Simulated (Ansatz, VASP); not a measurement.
## H2Pt in VASP and in Ansatz

```
H Pt
1.0
     2.70885    0.00000    0.00000
    -1.35442    2.34593    0.00000
     0.00000    0.00000    4.45104
H Pt
2 1
Direct
  0.00000 0.00000 0.39620
  0.00000 0.00000 0.60380
  0.00000 0.00000 0.00000
```

Alike in both runs: functional PBE; k mesh 21 × 21 × 10; occupations gaussian, width 0.1 eV; no spin polarisation.

Ansatz relaxed the structure, and its values are those at the end. VASP's run is a single point on that final structure, the one shown.

|  | VASP | Ansatz |
| --- | --- | --- |
| version | VASP 6.6.1 | Ansatz 0.2.0 |
| potentials or method | VASP PAW PBE potentials, release 64 (H, Pt) | scalar-relativistic, plane waves, PAW |
| plane-wave cutoff (eV) | 520 | 420 |
| valence electrons in the cell | 12 | 20 |

|  | VASP | Ansatz | Ansatz less VASP |
| --- | --- | --- | --- |
| gap on the k mesh at the Fermi level (eV) | none | none | - |
| pressure (GPa) | -0.3 | 0.0 | +0.30 |
| rms of the force components (eV/Å) | 0.008 | 0.000 | -0.0083 |

A gap of «none» marks a metal or a gap that the smearing closes. With one functional, cell and mesh, what is left measures potentials, basis and numerics. The two sets of potentials don't hold the same shells in valence.

The runs have no spin-orbit coupling, so splittings on Pt are missing.
